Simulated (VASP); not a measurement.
# W: relaxation of cell and atoms with PW91

W:

```
W
1.0
    -1.58234    1.58234    1.58234
     1.58234   -1.58234    1.58234
     1.58234    1.58234   -1.58234
W
1
Cartesian
  0.0000 0.0000 0.0000
```

- Program: VASP 6.6.1
- Task: relaxation of cell and atoms
- Functional: PW91
- Potentials or basis: VASP PAW PBE potentials, release 64 (W_sv)
- Cutoff: 600 eV
- k mesh: 12 × 12 × 12
- Occupations: fermi-dirac, width 0.05 eV
- Spin: no spin polarisation
- Further INCAR settings: ALGO = Normal; EDIFF = 1e-06; IBRION = 2; EDIFFG = -0.01; NSW = 60; ISIF = 3

```yaml
Relaxed_volume: 16.25 Å³/atom
Relaxed_cell: a = 2.764 Å, b = 2.764 Å, c = 2.764 Å, α = 109.47°, β = 109.47°, γ = 109.47°
Space_group_after_relaxing_to_0.05_Å: Im-3m (No. 229)
Energy_gained_by_relaxing: 9.5 meV/atom
Ionic_steps: 4
Pressure_after_relaxing: 0.0 GPa
Band_gap_on_the_k_mesh: none (metal or under the smearing width)
```

Step by step:
```csv
step,energy change (eV),largest force (eV/Å),pressure (GPa),volume (Å³)
1,0.0000,0.0000,7.80,15.85
2,0.0931,0.0000,-21.30,17.68
3,-0.0095,0.0000,-0.26,16.26
4,-0.0095,0.0000,-0.01,16.25
```

Final structure:
```yaml
crystal:
  lattice:
    - [-1.59556, 1.59556, 1.59556]
    - [1.59556, -1.59556, 1.59556]
    - [1.59556, 1.59556, -1.59556]
  atoms:
    - { symbol: W, position: [0.00000, 0.00000, 0.00000] }
```

Levels at points of the mesh, in eV from the Fermi level:
```tsv
k point	band 4	band 5	band 6	band 7	band 8	band 9	band 10	band 11
(0.00, 0.00, 0.00)	-37.56	-9.34	-1.13	-1.13	-1.13	2.27	2.27	14.58
(0.50, 0.00, 0.00)	-37.56	-6.02	-3.39	0.78	2.15	3.09	6.00	10.81
(0.50, 0.50, 0.50)	-38.41	-5.56	-5.56	5.06	5.06	5.06	8.21	8.21
```

Wall time 22 s on 1 thread of Intel(R) Xeon(R) Platinum 8488C (Sapphire Rapids), on a shared host, peak memory 0.15 GiB.

Caveat: the PAW data sets were made with another functional, which shifts forces and pressure a little. Spin-orbit coupling is left out, which matters for the levels of W.
